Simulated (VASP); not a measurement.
Here is a VASP 6.6.1 calculation.

File INCAR:

```
PREC = Accurate
ENCUT = 900
EDIFF = 1E-8
ISMEAR = -1
SIGMA = 0.05
LREAL = False
LASPH = True
NELM = 100
ALGO = Normal
ISIF = 2
LWAVE = False
LCHARG = False
ISPIN = 2
MAGMOM = 2 2
LORBIT = 11
LMAXMIX = 4
GGA = CA
NBANDS = 20
ADDGRID = False
```

File KPOINTS:

```
Automatic mesh
0
Gamma
  22 22 12
```

File POSCAR:

```
Co
1.0
    2.4873648738      0.0000000000      0.0000000000
   -1.2436824369      2.1541211692      0.0000000000
    0.0000000000      0.0000000000      4.0632895034
Co
2
Direct
    0.3333333333      0.6666666667      0.7401390000
    0.6666666667      0.3333333333      0.2598610000
```

Potentials or basis: VASP PAW LDA potentials, release 64 (Co).

Command:

```sh
$ cat potpaw_LDA.64/Co/POTCAR > POTCAR
$ mpirun -np 1 vasp_std > vasp.out
```

Question: Estimate the band gap on the k mesh.

Answer: None (metal or under the smearing width).

Question: What does it give for the pressure?

Answer: -18.4 GPa.

Stress tensor (GPa, compression positive):
```
-17.61   0.00   0.00
  0.00 -17.61   0.00
  0.00   0.00 -19.97
```

Caveat: so large a pressure means that the cell lies far from this level's equilibrium, or that cutoff or potentials fall short.
